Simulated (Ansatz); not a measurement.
# CuO (P4_2/mmc): equation of state

The task here is to estimate one member of a computed series from the others.

Program: Ansatz 0.2.0. Level of theory: DFT PBE, scalar-relativistic, plane waves, PAW. These are calculated values, not measurements.

**Starting point**

Symmetry: Cccm, No. 66, orthorhombic system. The conventional cell has a = 4.165 Å, b = 4.175 Å, c = 5.152 Å, α = 90.00°, β = 90.00°, γ = 90.00°. Cu (site symmetry 2/m) is surrounded by 4 O at 1.96 Å. O (site symmetry 222) is surrounded by 4 Cu at 1.96 Å.

Coordinates:

```xyz
4
Lattice="2.0811 -2.0823 0.1631 2.0811 2.0823 0.1631 -0.4030 0.0000 5.1360" Properties=species:S:1:pos:R:3 pbc="T T T"
Cu    1.0405    1.0411    0.0816
Cu    0.8390   -1.0411    2.6496
O     1.9803   -0.0001    1.4472
O     1.7788    0.0001    4.0152
```

An earlier run at PBE left this cell at 11.197 Å³/atom and 0.00 GPa (12×12×8 mesh).

Volume factors to run: 0.980, 1.020, 0.960, 1.040.

The first run:

input.yaml

```yaml
crystal:
  lattice:
    - [2.0670878221, -2.0683073346, 0.1620539785]
    - [2.0670878221, 2.0683073346, 0.1620539785]
    - [-0.4002961267, 0.0, 5.1015559895]
  atoms:
    - { symbol: Cu, position: [0.0, 0.5, 0.0] }
    - { symbol: Cu, position: [0.5, 0.0, 0.5] }
    - { symbol: O, position: [0.5000133234, 0.4999866766, 0.25] }
    - { symbol: O, position: [0.4999866766, 0.5000133234, 0.75] }
basis:
  ecutwfc: 420
  ecutrho_ratio: 4
kpoints:
  mp_grid: { grid: [12, 12, 8] }
hamiltonian:
  xc: pbe
scf:
  occupations: { method: gaussian, width: 0.05 }
output:
  forces: true
  stress: true
  eigenvalues: true
relax:
  f_tol: 0.01
  max_steps: 40
  cell: { stress_tol: 0.1, fix: [volume] }
```

Run with:

```
$ ansatz run input.yaml --threads 4 --pin off --max-ram 10240MiB --backend cpu --events-out ev --progress --plain --runs-dir out
```

Among the steps run: Volume × 0.980; Scaling the volume by 1.020; At 0.960 of the relaxed volume; Scaling the volume by 1.040.

One of the session's tables, all rows but one given; the rest of the session is left out.

It belongs to the step «The fit». 

| volume (Å³/atom) | energy (meV/atom) | pressure (GPa) |
| --- | --- | --- |
| 10.749 | 8.10 | 6.03 |
| 10.973 | 1.94 | 2.87 |
| 11.197 | 0.00 | 0.00 |
| 11.420 | ? | ? |
| 11.644 | 7.07 | -4.92 |

Q: Estimate the row for volume (Å³/atom) = 11.420 from the others.

Worked estimate for «energy (meV/atom)». A straight line through the neighbours (11.197, 0.00) and (11.644, 7.07) gives 0.00 + (7.07 − 0.00) × (11.420 − 11.197) / (11.644 − 11.197) = 3.53; a parabola fitted to 3 rows on both sides gives 1.70.

The run gave: energy (meV/atom): 1.83; pressure (GPa): -2.59. In «energy (meV/atom)» the line misses by +1.70 and the parabola by -0.13.
